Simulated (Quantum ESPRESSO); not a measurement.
HfC: band structure with PBEsol

The system is HfC.

```
Hf C
1.0
     0.00000    2.32500    2.32500
     2.32500    0.00000    2.32500
     2.32500    2.32500    0.00000
Hf C
1 1
Cartesian
  2.3250 2.3250 2.3250
  0.0000 0.0000 0.0000
```

```
Program             : Quantum ESPRESSO 7.5
Task                : band structure
Functional          : PBEsol
Potentials or basis : PseudoDojo 0.4 FR PBEsol standard
Cutoff              : 1116 eV
Density cutoff      : 4463 eV
k mesh              : 10 × 10 × 10
Occupations         : fermi-dirac, width 0.05 eV
Spin                : spin-orbit coupling, no magnetisation
Mixing beta         : 0.5
Most SCF iterations : 120
SCF threshold       : 4e-10 Ry
```

```yaml
Pressure: -6.5 GPa
Band_gap_on_the_k_mesh: none (metal or under the smearing width)
```

Levels at the corners of the path, in eV from the Fermi level:
| point | band 12 | band 13 | band 14 | band 15 | band 16 | band 17 | band 18 | band 19 | band 20 | band 21 |
| --- | --- | --- | --- | --- | --- | --- | --- | --- | --- | --- |
| Γ | 0.85 | 1.05 | 1.05 | 1.05 | 1.05 | 1.20 | 1.20 | 1.20 | 1.20 | 1.49 |
| X | -2.75 | -1.87 | -1.87 | -0.28 | -0.28 | 0.08 | 0.08 | 5.25 | 5.25 | 6.51 |
| W | -3.06 | -3.06 | -3.06 | -2.50 | -2.50 | 3.58 | 3.58 | 3.64 | 3.64 | 6.68 |
| K | -3.65 | -2.78 | -2.78 | -1.66 | -1.66 | 1.51 | 1.51 | 5.68 | 5.68 | 6.16 |
| Γ | 0.85 | 1.05 | 1.05 | 1.05 | 1.05 | 1.20 | 1.20 | 1.20 | 1.20 | 1.49 |
| L | -6.23 | -3.10 | -3.10 | -3.01 | -3.01 | 5.21 | 5.21 | 5.23 | 5.23 | 5.81 |
| U | -3.65 | -2.78 | -2.78 | -1.66 | -1.66 | 1.51 | 1.51 | 5.68 | 5.68 | 6.16 |
| W | -3.06 | -3.06 | -3.06 | -2.50 | -2.50 | 3.58 | 3.58 | 3.64 | 3.64 | 6.68 |
| L | -6.23 | -3.10 | -3.10 | -3.01 | -3.01 | 5.21 | 5.21 | 5.23 | 5.23 | 5.81 |
| K | -3.65 | -2.78 | -2.78 | -1.66 | -1.66 | 1.51 | 1.51 | 5.68 | 5.68 | 6.16 |
| U | -3.65 | -2.78 | -2.78 | -1.66 | -1.66 | 1.51 | 1.51 | 5.68 | 5.68 | 6.16 |
| X | -2.75 | -1.87 | -1.87 | -0.28 | -0.28 | 0.08 | 0.08 | 5.25 | 5.25 | 6.51 |

Wall time 99 s on 2 MPI ranks on Arm Neoverse V2, on a shared host, peak memory 0.28 GiB a rank.
